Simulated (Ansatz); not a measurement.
MnS:

```
Mn S
1.0
     0.00000    2.60450    2.60450
     2.60450    0.00000    2.60450
     2.60450    2.60450    0.00000
Mn S
1 1
Direct
  0.00000 0.00000 0.00000
  0.50000 0.50000 0.50000
```

* Program: Ansatz 0.2.0
* Task: relaxation of cell and atoms
* Functional: LDA
* Potentials or basis: Ansatz PAW
* Cutoff: 420 eV (not typed: the program's choice for these potentials)
* k mesh: 9 × 9 × 9
* Occupations: fermi-dirac, width 0.05 eV
* Spin: collinear spin, ferromagnetic start
* Starting moments: [4.0, 0.0] μB
* Hubbard terms: Mn d U = 1 eV

At the start: volume 17.67 Å³/atom.

Task: How do energy, volume and symmetry change on relaxing?

Result: It ends after 6 steps and the volume is 15.27 Å³/atom (-13.6 %); space group Fm-3m (No. 225, to 0.05 Å); moment 4.40 μB per cell.

Step by step:
```tsv
step	energy change (eV)	largest force (eV/Å)	volume (Å³)
1	0.0000	0.0000	35.33
2	-0.1026	0.0000	32.38
3	-0.1207	0.0000	30.68
4	-0.1208	0.0000	30.53
5	-0.1201	0.0000	30.53
6	-0.1201	0.0000	30.53
```

Final structure:
```cif
data_structure
_symmetry_space_group_name_H-M 'P 1'
_symmetry_Int_Tables_number 1
_cell_length_a 3.5083
_cell_length_b 3.5083
_cell_length_c 3.5083
_cell_angle_alpha 60.000
_cell_angle_beta 60.000
_cell_angle_gamma 60.000
_cell_volume 30.53
loop_
_atom_site_label
_atom_site_type_symbol
_atom_site_fract_x
_atom_site_fract_y
_atom_site_fract_z
_atom_site_occupancy
Mn1 Mn 0.00000 0.00000 0.00000 1
S1 S 0.50000 0.50000 0.50000 1
```

Caveat: the magnetic or orbital state may not be the lowest; the plane-wave basis is chosen anew once the cell has moved, so the energies of steps on either side of that aren't comparable; a cell with one magnetic atom can't hold antiferromagnetic order, which such compounds often take; the PAW data sets come from PBE, with cores solved anew for the run's functional, which leaves a small shift of forces and pressure.
